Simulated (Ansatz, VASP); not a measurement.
# Al2Pt: VASP beside Ansatz

```
Al Pt
1.0
     0.00000    2.95500    2.95500
     2.95500    0.00000    2.95500
     2.95500    2.95500    0.00000
Al Pt
2 1
Direct
  0.20500 0.20500 0.20500
  0.75000 0.75000 0.75000
  0.04500 0.04500 0.04500
```

Change from the starting cell: shortest bond scaled by 0.64, PAW files.

Alike in both runs: task electric field gradients; functional PBE; k mesh 9 × 9 × 9; occupations fermi-dirac, width 0.05 eV; no spin polarisation.

|  | VASP | Ansatz |
| --- | --- | --- |
| version | VASP 6.6.1 | Ansatz 0.2.0 |
| potentials or method | VASP PAW PBE potentials, release 64 (Al, Pt) | PAW with Ansatz's default frozen-core files, scalar-relativistic |
| plane-wave cutoff (eV) | 520 | 420 |
| valence electrons in the cell | 16 | 24 |

```csv
,VASP,Ansatz,Ansatz less VASP
pressure (GPa),60.1,67.3,+7.22
largest component of the traceless stress (GPa),51.18,58.58,+7.405
rms of the force components (eV/Å),15.898,17.932,+2.0348
Vzz of the field gradient on the site that differs most (V/Å²),2.5,366.9,+364.37
```

Atom by atom the forces differ by 2.035 eV/Å (rms over components). One of these differences is far larger than is usual between the two programs; its cause wasn't traced. The two sets of potentials don't hold the same shells in valence. Ansatz warned: «gradients_without_spin_orbit».

Caveats: the cell as given lies far from equilibrium; so large a pressure means that the cell lies far from this level's equilibrium, or that cutoff or potentials fall short (VASP); forces of over 1 eV/Å show positions far from the minimum, so gaps and moduli don't describe the material at rest. Spin-orbit coupling is left out, which matters for the levels of Pt.
